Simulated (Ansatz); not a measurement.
## Cu: hydrostatic pressure series

Theory: DFT r2SCAN, scalar-relativistic, plane waves, PAW (Ansatz). (500 eV cutoff, 18×18×6 k-mesh, Gaussian smearing of 0.10 eV, no spin polarisation)

The relaxed crystal:

```xyz
4
Lattice="2.5293 0.0000 0.0000 -1.2647 2.1905 0.0000 0.0000 0.0000 8.2639" Properties=species:S:1:pos:R:3 pbc="T T T"
Cu    0.0000    0.0000    0.0000
Cu    0.0000    1.4603    2.0660
Cu    0.0000    0.0000    4.1320
Cu    1.2647    0.7302    6.1980
```

Cell and atoms are relaxed at each pressure within the symmetry of the start, at zero temperature, so transitions that lower the symmetry aren't seen. The k-mesh given is that at zero pressure and may differ at others. a, b and c are the lengths of the cell vectors above.

```
P (GPa) V (Å³/atom) V/V0  a (Å) b (Å) c (Å)
     -3        11.67  1.020  2.546  2.546  8.317
      0        11.45  1.000  2.529  2.529  8.264
      3        11.24  0.982  2.514  2.514  8.216
      8        10.95  0.957  2.492  2.492  8.145
     15        10.61  0.927  2.466  2.466  8.058
     30        10.03  0.876  2.420  2.420  7.909
     60         9.23  0.806  2.353  2.353  7.694
```

Task: What bulk modulus and pressure derivative fit these points?

Result: A third-order Birch–Murnaghan fit gives B0 = 163 GPa and B0' = 4.9.

This form isn't the element's structure at ambient conditions.